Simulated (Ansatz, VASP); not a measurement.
**Two plane-wave programs on Na**

```
Na
1.0
    -2.14926    2.14926    2.11750
     2.14926   -2.14926    2.11750
     2.08574    2.08574   -2.11750
Na
1
Direct
  0.00000 0.00000 0.00000
```

Change from the starting cell: strain -0.0300 x Voigt [0, 0, 0, 0, 0, 1], atoms carried along.

Alike in both runs: task single point; functional PBEsol; k mesh 16 × 16 × 16; occupations gaussian, width 0.15 eV; no spin polarisation.

|  | VASP | Ansatz |
| --- | --- | --- |
| version | VASP 6.6.1 | Ansatz 0.2.0 |
| potentials or method | VASP PAW PBE potentials, release 64 (Na_pv) | scalar-relativistic, plane waves, PAW |
| plane-wave cutoff (eV) | 520 | 420 |
| valence electrons in the cell | 7 | 9 |

|  | VASP | Ansatz | Ansatz less VASP |
| --- | --- | --- | --- |
| gap on the k mesh at the Fermi level (eV) | none | none | - |
| pressure (GPa) | -0.3 | -0.3 | 0.00 |
| largest component of the traceless stress (GPa) | 0.19 | 0.19 | -0.002 |

A gap of «none» marks a metal or a gap that the smearing closes. With one functional, cell and mesh, what is left measures potentials, basis and numerics. The two sets of potentials don't hold the same shells in valence.

Caveats: the PAW data sets were made with another functional, which shifts forces and pressure a little (VASP).
